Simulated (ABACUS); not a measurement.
The system is Fe.

```
Fe
1.0
    -1.44300    1.44300    1.44300
     1.44300   -1.44300    1.44300
     1.44300    1.44300   -1.44300
Fe
1
Direct
  0.00000 0.00000 0.00000
```

Base run:

```yaml
Program: ABACUS 3.10.1
Functional: PBEsol
Potentials_or_basis: PseudoDojo NC SR 0.4 PBEsol stringent
Cutoff: 1619 eV
Density_cutoff: 6476 eV
Basis: plane waves
k_mesh: 10 × 10 × 10
Occupations: fermi-dirac, width 0.05 eV
Spin: collinear spin, ferromagnetic start
Starting_moments: "[3.0] μB"
```

Its results: band gap on the k mesh none (metal or under the smearing width); pressure -19.4 GPa; net moment 2.20 μB per cell.

Task: The run is repeated on the same cell with these changes: functional from PBEsol to B86bPBE; potentials or basis from PseudoDojo NC SR 0.4 PBEsol stringent to SG15 ONCV 1.2 PBE; cutoff from 1619 eV to 1225 eV; density cutoff from 6476 eV to 4898 eV. What comes out?

Result: Band gap on the k mesh none (metal or under the smearing width); pressure -7.0 GPa; net moment 2.29 μB per cell.

Caveats: so large a pressure means that the cell lies far from this level's equilibrium, or that cutoff or potentials fall short (some runs); the potentials were made for another functional, which shifts forces and pressure (some runs).

Not every run made on this cell is shown here.
